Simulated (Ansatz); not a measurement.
The cell is anatase SnO₂; cell and atoms were relaxed with r2SCAN. Space group I4_1/amd (No. 141), tetragonal; conventional cell a = 3.999 Å, c = 10.203 Å, 13.60 Å³ an atom. Sn has 6 O at 2.05–2.08 Å; O has 3 Sn at 2.05–2.08 Å.

```xyz
6
Lattice="-1.9996 1.9996 5.1013 1.9996 -1.9996 5.1013 1.9996 1.9996 -5.1013" Properties=species:S:1:pos:R:3 pbc="T T T"
Sn    0.0000    1.9996    2.5506
Sn    0.0000    0.0000    0.0000
O     0.0000    1.9996    0.4728
O     0.0000    0.0000    8.1247
O     0.0000    0.0000    2.0778
O     0.0000    1.9996    4.6285
```

The questions ask for values computed with Ansatz 0.2.0 on this geometry. No magnetic order. The prototype was imposed, so other structures may be more stable.

Given (10×10×10 mesh): LDA gives an indirect gap of 1.54 eV, from k = (0.188, 0.188, 0.271) to Γ; the least direct gap is 1.95 eV at Γ.

Q: Estimate the gap with PBE+SOC on 10×10×10.

A: The PBE+SOC gap is indirect, 1.71 eV (P to Γ), below the direct gap of 2.10 eV at Γ. The gap differs by +0.17 eV from LDA's.

Q: How does the gap change from LDA to PBE0 (6×6×6)?

A: The PBE0 gap is indirect, 4.11 eV (P to Γ), below the direct gap of 4.59 eV at Γ. The gap differs by +2.57 eV from LDA's.

Q: Order these levels by the gap that they give, smallest first.
A. r2SCAN
B. PBE0
C. LDA
D. HSE06
E. DDH-PBE0
F. r2SCAN0

A: C (1.54 eV), A (2.33 eV), D (3.39 eV), E (4.03 eV), B (4.11 eV), F (4.54 eV).

Q: What do these levels agree on?

A: All these functionals give a gap of the same kind, indirect.

Only the levels marked +SOC include spin-orbit coupling.

Where an edge lies off the special points, it is a point of the mesh or the k point where a search put PBE's edge or least direct gap, reused for the other functionals, whose own edges may lie a little apart.

Coordinates of k points refer to the reciprocal vectors of the primitive cell of the runs.

PBE's own run along the path (1.71 eV) came before the search for the edges and missed one, so it isn't listed.
